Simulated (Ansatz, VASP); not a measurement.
Ru in VASP and in Ansatz

INCAR

```
PREC     = Accurate       # precision mode
ENCUT    = 520            # plane-wave cutoff, eV
EDIFF    = 1E-6           # SCF threshold, eV
ISMEAR   = 0              # smearing method
SIGMA    = 0.05           # smearing width, eV
LREAL    = False          # projectors in reciprocal space
LASPH    = True           # aspherical terms in the spheres
NELM     = 100            # most SCF steps
ALGO     = Normal         # electronic algorithm
ISIF     = 2              # what is computed and relaxed
LWAVE    = False          # write WAVECAR
LCHARG   = False          # write CHGCAR
GGA      = PE             # functional
NBANDS   = 21             # bands
```

The input KPOINTS:

```
regular mesh
0
Gamma
  18 18 10
```

File POSCAR:

```
Ru
1.0
    2.7058000000      0.0000000000      0.0000000000
   -1.3529000000      2.3432915400      0.0000000000
    0.0000000000      0.0000000000      4.2819000000
Ru
2
Direct
    0.3333333300      0.6666666700      0.2500000000
    0.6666666700      0.3333333300      0.7500000000
```

Input for Ansatz:

```yaml
crystal:
  lattice:
    - [2.7058, 0.0, 0.0]
    - [-1.3529, 2.34329154, 0.0]
    - [0.0, 0.0, 4.2819]
  atoms:
    - { symbol: Ru, position: [0.33333333, 0.66666667, 0.25] }
    - { symbol: Ru, position: [0.66666667, 0.33333333, 0.75] }
basis:
  ecutwfc: 420
kpoints:
  mp_grid: { grid: [18, 18, 10] }
hamiltonian:
  xc: pbe
scf:
  occupations: { method: gaussian, width: 0.05 }
output:
  forces: true
  eigenvalues: true
  eigenstates:
    nscf_kmesh: { grid: [30, 30, 16] }
    top_band: c6
    de_dk: true
    localisation: false
  stress: true
checkpoint:
  write: ck
  compress: false
  write_wavefunctions: false
  write_every: 100000
```

Alike in both runs: task single point; functional PBE; k mesh 18 × 18 × 10; occupations gaussian, width 0.05 eV; no spin polarisation.

|  | VASP | Ansatz |
| --- | --- | --- |
| version | VASP 6.6.1 | Ansatz 0.2.0 |
| potentials or method | VASP PAW PBE potentials, release 64 (Ru_pv) | scalar-relativistic, plane waves, PAW |
| plane-wave cutoff (eV) | 520 | 420 |
| valence electrons in the cell | 28 | 32 |

|  | VASP | Ansatz | Ansatz less VASP |
| --- | --- | --- | --- |
| pressure (GPa) | 4.4 | 4.4 | +0.09 |
| largest component of the traceless stress (GPa) | 0.17 | 0.18 | +0.007 |

The two sets of potentials don't hold the same shells in valence.
